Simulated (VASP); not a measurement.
# HgTe (Coloradoite) (F-43m) in VASP: a series of runs

The runs below take HgTe (Coloradoite) through relaxation of cell and atoms, with PBE+MBD, PBEsol+D3, PBEsol+D3(BJ).

Everything below comes from runs of VASP 6.6.1. Logs are shortened: lines on timing, memory, paths and dates and some standing lists are left out, and cuts for length are marked.

## 1. The crystal as given

It takes space group F-43m (No. 216, cubic). Conventional cell: a = 6.429 Å, b = 6.429 Å, c = 6.429 Å, α = 90.00°, β = 90.00°, γ = 90.00°. Around Hg (site symmetry -43m) lie 4 Te at 2.78 Å. Te (site symmetry -43m) is surrounded by 4 Hg at 2.78 Å.

## 2. Relaxation of cell and atoms, PBE+MBD

Contents of INCAR:

```
SYSTEM = HgTe
  PREC = Accurate
  ENCUT = 600
  EDIFF = 1E-7
  ISMEAR = -1
  SIGMA = 0.05
  LREAL = .False.
  LASPH = .True.
  NELM = 60
  ALGO = Normal
  ISIF = 3
  LWAVE = .False.
  LCHARG = .False.
  GGA = PE
  IVDW = 202
  IBRION = 2
  NSW = 40
  EDIFFG = -0.01
```

Contents of KPOINTS:

```
Automatic mesh
0
Gamma
  7 7 7
  0 0 0
```

Contents of POSCAR:

```
HgTe
1.0
    0.0000000000      3.2145000000      3.2145000000
    3.2145000000      0.0000000000      3.2145000000
    3.2145000000      3.2145000000      0.0000000000
Hg Te
1 1
Direct
    0.0000000000      0.0000000000      0.0000000000
    0.7500000000      0.7500000000      0.7500000000
```

Potentials or basis: VASP PAW PBE potentials, release 64 (Hg, Te).

Launch:

```
$ cat potpaw_PBE.64/Hg/POTCAR potpaw_PBE.64/Te/POTCAR > POTCAR
$ mpirun -np 1 vasp_std > vasp.out
```

OUTCAR:

```text
SYSTEM = HgTe
   PREC = Accurate
   ENCUT = 600
   EDIFF = 1E-7
   ISMEAR = -1
   LREAL = .False.
   LASPH = .True.
   NELM = 60
   ISIF = 3
   GGA = PE
   IVDW = 202
   IBRION = 2
   NSW = 40
   EDIFFG = -0.01
  IVDW = 202

 ion  position               nearest neighbor table
   1  0.000  0.000  0.000-   2 2.78   2 2.78   2 2.78   2 2.78
   2  0.750  0.750  0.750-   1 2.78   1 2.78   1 2.78   1 2.78

  LATTYP: Found a face centered cubic cell.
 ALAT       =     6.4290000000

  Lattice vectors:

 A1 = (   0.0000000000,   3.2145000000,   3.2145000000)
 A2 = (   3.2145000000,   0.0000000000,   3.2145000000)
 A3 = (   3.2145000000,   3.2145000000,   0.0000000000)

Analysis of symmetry for initial positions (statically):
=====================================================================
 Subroutine PRICEL returns:
 Original cell was already a primitive cell.

 Routine SETGRP: Setting up the symmetry group for a
 face centered cubic supercell.

 Subroutine GETGRP returns: Found 24 space group operations
 (whereof 24 operations were pure point group operations)
 out of a pool of 48 trial point group operations.

The static configuration has the point symmetry T_d .

Analysis of symmetry for dynamics (positions and initial velocities):
=====================================================================
 Subroutine PRICEL returns:
 Original cell was already a primitive cell.

 Routine SETGRP: Setting up the symmetry group for a
 face centered cubic supercell.

 Subroutine GETGRP returns: Found 24 space group operations
 (whereof 24 operations were pure point group operations)
 out of a pool of 48 trial point group operations.

The dynamic configuration has the point symmetry T_d .

 Subroutine INISYM returns: Found 24 space group operations
 (whereof 24 operations are pure point group operations),
 and found     1 'primitive' translations

----------------------------------------------------------------------------------------

                                     Primitive cell

  volume of cell :      66.4309

  direct lattice vectors                    reciprocal lattice vectors
     0.000000000  3.214500000  3.214500000    -0.155545186  0.155545186  0.155545186
     3.214500000  0.000000000  3.214500000     0.155545186 -0.155545186  0.155545186
     3.214500000  3.214500000  0.000000000     0.155545186  0.155545186 -0.155545186

  length of vectors
     4.545989496  4.545989496  4.545989496     0.269412165  0.269412165  0.269412165

  position of ions in fractional coordinates (direct lattice)
     0.000000000  0.000000000  0.000000000
     0.750000000  0.750000000  0.750000000

  ion indices of the primitive-cell ions
   primitive index   ion index
                 1           1
                 2           2

----------------------------------------------------------------------------------------

 KPOINTS: Automatic mesh

Automatic generation of k-mesh.
 Grid dimensions read from file:
 generate k-points for:    7    7    7

 Generating k-lattice:

  Cartesian coordinates                     Fractional coordinates (reciprocal lattice)
    -0.022220741  0.022220741  0.022220741     0.142857143  0.000000000  0.000000000
     0.022220741 -0.022220741  0.022220741     0.000000000  0.142857143  0.000000000
     0.022220741  0.022220741 -0.022220741     0.000000000  0.000000000  0.142857143

  Length of vectors
     0.038487452  0.038487452  0.038487452

  Shift w.r.t. Gamma in fractional coordinates (k-lattice)
     0.000000000  0.000000000  0.000000000

 Subroutine IBZKPT returns following result:
 ===========================================

 Found     20 irreducible k-points:

 Following reciprocal coordinates:
            Coordinates               Weight
  0.000000  0.000000  0.000000      1.000000
  0.142857  0.000000  0.000000      8.000000
  0.285714  0.000000  0.000000      8.000000
  0.428571  0.000000  0.000000      8.000000
  0.142857  0.142857  0.000000      6.000000
  0.285714  0.142857  0.000000     24.000000
[... 12 lines left out ...]
 -0.428571  0.428571  0.142857     24.000000
 -0.285714  0.428571  0.142857     24.000000
   k-points           NKPTS =     20   k-points in BZ     NKDIM =     20   number of bands    NBANDS=     13
   number of dos      NEDOS =    301   number of ions     NIONS =      2
   total plane-waves  NPLWV =  46656
   dimension x,y,z NGX =    36 NGY =   36 NGZ =   36
   dimension x,y,z NGXF=    72 NGYF=   72 NGZF=   72
   ions per type =               1   1
   NGX,Y,Z   is equivalent  to a cutoff of  13.17, 13.17, 13.17 a.u.
   NGXF,Y,Z  is equivalent  to a cutoff of  26.33, 26.33, 26.33 a.u.
 SYSTEM =  HgTe
   PREC   = accura    normal or accurate (medium, high low for compatibility)
   ISTART =      0    job   : 0-new  1-cont  2-samecut
   ICHARG =      2    charge: 1-file 2-atom 10-const
   ISPIN  =      1    spin polarized calculation?
   LNONCOLLINEAR =      F non collinear calculations
   LSORBIT =      F    spin-orbit coupling
   LASPH  =      T    aspherical Exc in radial PAW
   ENCUT  =  600.0 eV  44.10 Ry    6.64 a.u.   9.08  9.08  9.08*2*pi/ulx,y,z
   NELM   =     60;   NELMIN=  2; NELMDL= -5     # of ELM steps
   EDIFF  = 0.1E-06   stopping-criterion for ELM
   LREAL  =      F    real-space projection
   EDIFFG = -.1E-01   stopping-criterion for IOM
   NSW    =     40    number of steps for IOM
   IBRION =      2    ionic relax: 0-MD 1-quasi-New 2-CG
   NFREE  =      1    steps in history (QN), initial steepest desc. (CG)
   ISIF   =      3    stress and relaxation
   ISYM   =      2    0-nonsym 1-usesym 2-fastsym
   POTIM  = 0.5000    time-step for ionic-motion
   TEBEG  =    0.0;   TEEND  =   0.0 temperature during run
   PSTRESS=    0.0 pullay stress
   NELECT =      18.0000    total number of electrons
   NUPDOWN=      -1.0000    fix difference up-down
   EMIN   =  10.00;   EMAX   =-10.00  energy-range for DOS
   EFERMI =   0.00;   METHOD = LEGACY
   ISMEAR =    -1;   SIGMA  =   0.05  broadening in eV -4-tet -1-fermi 0-gaus
   EFERMI_NEDOS =   21; number of points for ismear=-14 and -15
   IALGO  =     38    algorithm
   IMIX   =      4    mixing-type and parameters
     AMIX     =   0.40;   BMIX     =  1.00
     AMIX_MAG =   1.60;   BMIX_MAG =  1.00
  volume/ion in A,a.u.               =      33.22       224.15
  Fermi-wavevector in a.u.,A,eV,Ry     =   1.059357  2.001894 15.268958  1.122237
  Thomas-Fermi vector in A             =   2.194699
   LORBIT       =      0    0 simple, 1 ext, 2 COOP (PROOUT), +10 PAW based schemes
   GGA     = PE    functional components
   LHFCALC =     F    Hartree Fock is set to
   AEXX    =    0.0000 exact exchange contribution
   IVDW    =   202    specifies the selected vdW correction
   LEPSILON=     F    determine dielectric tensor
   LRPA    =     F    only Hartree local field effects (RPA)
 conjugate gradient relaxation of ions
 non-spin polarized calculation
  energy-cutoff  :      600.00
  volume of cell :       66.43
 maximum number of plane-waves:      2239
   NGX = 19   NGY = 19   NGZ = 19

--------------------------------------- Ionic step        1  -------------------------------------------

 number of electron      18.0000000 magnetization

 Free energy of the ion-electron system (eV)
  ---------------------------------------------------
  ext. energy  EPLUGINS =         0.00000000
  ---------------------------------------------------
  free energy    TOTEN  =        -3.55183475 eV

  energy without entropy =       -3.55114795  energy(sigma->0) =       -3.55149135

------------------------ aborting loop because EDIFF is reached ----------------------------------------

  Tkatchenko/Scheffler method for vdW energy calculation

  Edisp (eV):   -0.46990

  FORCE on cell =-STRESS in cart. coord.  units (eV):
  Direction    XX          YY          ZZ          XY          YZ          ZX
  --------------------------------------------------------------------------------------
  -------------------------------------------------------------------------------------
  Total       1.44806     1.44806     1.44806     0.00000     0.00000    -0.00000
  in kB      34.92426    34.92426    34.92426     0.00000     0.00000    -0.00000
  external pressure =       34.92 kB  Pullay stress =        0.00 kB

 VOLUME and BASIS-vectors are now :
 -----------------------------------------------------------------------------
  energy-cutoff  :      600.00
  volume of cell :       66.43
      direct lattice vectors                 reciprocal lattice vectors
     0.000000000  3.214500000  3.214500000    -0.155545186  0.155545186  0.155545186
     3.214500000  0.000000000  3.214500000     0.155545186 -0.155545186  0.155545186
     3.214500000  3.214500000  0.000000000     0.155545186  0.155545186 -0.155545186
[... 41 lines left out ...]
 POSITION                                       TOTAL-FORCE (eV/Angst)
 -----------------------------------------------------------------------------------
      3.32678      0.00000      3.32678         0.000000      0.000000      0.000000
      4.99017      4.99017      4.99017        -0.000000     -0.000000     -0.000000
 -----------------------------------------------------------------------------------
    total drift:                                0.000000      0.000000      0.000000

  FREE ENERGIE OF THE ION-ELECTRON SYSTEM (eV)
  ---------------------------------------------------
  free  energy   TOTEN  =        -4.0696151485 eV

  energy  without entropy=       -4.0688011460  energy(sigma->0) =       -4.06920815

--------------------------------------- Ionic step        3  -------------------------------------------

 number of electron      18.0000000 magnetization

 Free energy of the ion-electron system (eV)
  ---------------------------------------------------
  ext. energy  EPLUGINS =         0.00000000
  ---------------------------------------------------
  free energy    TOTEN  =        -3.64092164 eV

  energy without entropy =       -3.64014360  energy(sigma->0) =       -3.64053262

 E-fermi :   2.5281     XC(G=0):  -8.4694

 val. band max:        2.4820705010   @ k =   0.0000   0.0000   0.0000
 cond. band min:       3.1470801513   @ k =   0.1429   0.0000   0.0000
 fundamental gap:      0.6650096503
 Fermi energy:         2.5281278071

 k-point     1 :       0.0000    0.0000    0.0000
  band No.  band energies     occupation
      1      -9.0912      2.00000
      2      -4.5404      2.00000
      3      -4.5404      2.00000
      4      -4.5404      2.00000
      5      -4.0810      2.00000
      6      -4.0810      2.00000
      7       1.6138      2.00000
      8       2.4821      1.43055
      9       2.4821      1.43055
     10       2.4821      1.43055
     11       6.8145      0.00000
     12       6.8145      0.00000
     13       6.8145      0.00000

 k-point     2 :       0.1429    0.0000    0.0000
  band No.  band energies     occupation
      1      -9.0037      2.00000
      2      -4.5165      2.00000
      3      -4.5165      2.00000
      4      -4.5000      2.00000
      5      -4.0829      2.00000
      6      -4.0829      2.00000
      7       0.4372      2.00000
      8       2.2883      1.98362
      9       2.2883      1.98362
     10       3.1471      0.00001
     11       6.7425      0.00000
[... 275 lines left out ...]
 k-point    20 :      -0.2857    0.4286    0.1429
  band No.  band energies     occupation
      1      -8.4325      2.00000
      2      -4.3524      2.00000
      3      -4.3142      2.00000
      4      -4.1363      2.00000
      5      -4.0872      2.00000
      6      -3.6026      2.00000
      7      -2.6387      2.00000
      8      -0.0795      2.00000
      9       0.5637      2.00000
     10       5.1996      0.00000
     11       6.9509      0.00000
     12       8.1217      0.00000
     13       9.0890      0.00000

------------------------ aborting loop because EDIFF is reached ----------------------------------------

  Hirshfeld charges:
            ion         q(e)
   ------------------------------
      1     Hg       0.14763396
      2     Te      -0.14763396

  Tkatchenko/Scheffler method for vdW energy calculation

  Edisp (eV):   -0.43411

  FORCE on cell =-STRESS in cart. coord.  units (eV):
  Direction    XX          YY          ZZ          XY          YZ          ZX
  --------------------------------------------------------------------------------------
  -------------------------------------------------------------------------------------
  Total      -0.00046    -0.00046    -0.00046     0.00000     0.00000    -0.00000
  in kB      -0.01038    -0.01038    -0.01038     0.00000     0.00000    -0.00000
  external pressure =       -0.01 kB  Pullay stress =        0.00 kB

 VOLUME and BASIS-vectors are now :
 -----------------------------------------------------------------------------
  energy-cutoff  :      600.00
  volume of cell :       71.71
      direct lattice vectors                 reciprocal lattice vectors
     0.000000000  3.297489857  3.297489857    -0.151630489  0.151630489  0.151630489
     3.297489857  0.000000000  3.297489857     0.151630489 -0.151630489  0.151630489
     3.297489857  3.297489857 -0.000000000     0.151630489  0.151630489 -0.151630489

 POSITION                                       TOTAL-FORCE (eV/Angst)
 -----------------------------------------------------------------------------------
      0.00000      0.00000      0.00000         0.000000      0.000000      0.000000
      4.94623      4.94623      4.94623        -0.000000     -0.000000     -0.000000
 -----------------------------------------------------------------------------------
    total drift:                                0.000000      0.000000      0.000000

  FREE ENERGIE OF THE ION-ELECTRON SYSTEM (eV)
  ---------------------------------------------------
  free  energy   TOTEN  =        -4.0750275686 eV

  energy  without entropy=       -4.0742495302  energy(sigma->0) =       -4.07463855

 reached required accuracy - stopping structural energy minimisation
```

It took 42 s on 1 thread of Intel Xeon Platinum 8488C (Sapphire Rapids), shared host; peak memory 0.23 GiB.

What came out:

```
Free energy                            : -4.0750 eV
Relaxed volume                         : 35.86 Å³/atom
Relaxed cell                           : a = 4.663 Å, b = 4.663 Å, c = 4.663 Å, α = 60.00°, β = 60.00°, γ = 60.00°
Space group after relaxing (to 0.05 Å) : F-43m (No. 216)
Energy gained by relaxing              : 26.6 meV/atom
Ionic steps                            : 3
Pressure after relaxing                : 0.0 GPa
Band gap on the k mesh                 : none (metal or under the smearing width)
Hirshfeld charges                      : Hg +0.15; Te -0.15 e
Dispersion energy per atom             : -0.217 eV
```

The path:
| step | energy change (eV) | largest force (eV/Å) | pressure (GPa) | volume (Å³) |
| --- | --- | --- | --- | --- |
| 1 | 0.0000 | 0.0000 | 3.49 | 66.43 |
| 2 | -0.0479 | 0.0000 | -0.93 | 73.64 |
| 3 | -0.0533 | 0.0000 | 0.00 | 71.71 |

Final structure:
```
Hg Te
1.0
     0.00000    3.29749    3.29749
     3.29749    0.00000    3.29749
     3.29749    3.29749    0.00000
Hg Te
1 1
Direct
  0.00000 0.00000 0.00000
  0.75000 0.75000 0.75000
```

Levels at points of the mesh, in eV from the Fermi level:
```tsv
k point	band 5	band 6	band 7	band 8	band 9	band 10	band 11	band 12	band 13
(0.00, 0.00, 0.00)	-6.61	-6.61	-0.91	-0.05	-0.05	-0.05	4.29	4.29	4.29
```

Caveat: pairwise dispersion overbinds metals, which lowers pressure and volume.

[end of part 1 of 2]
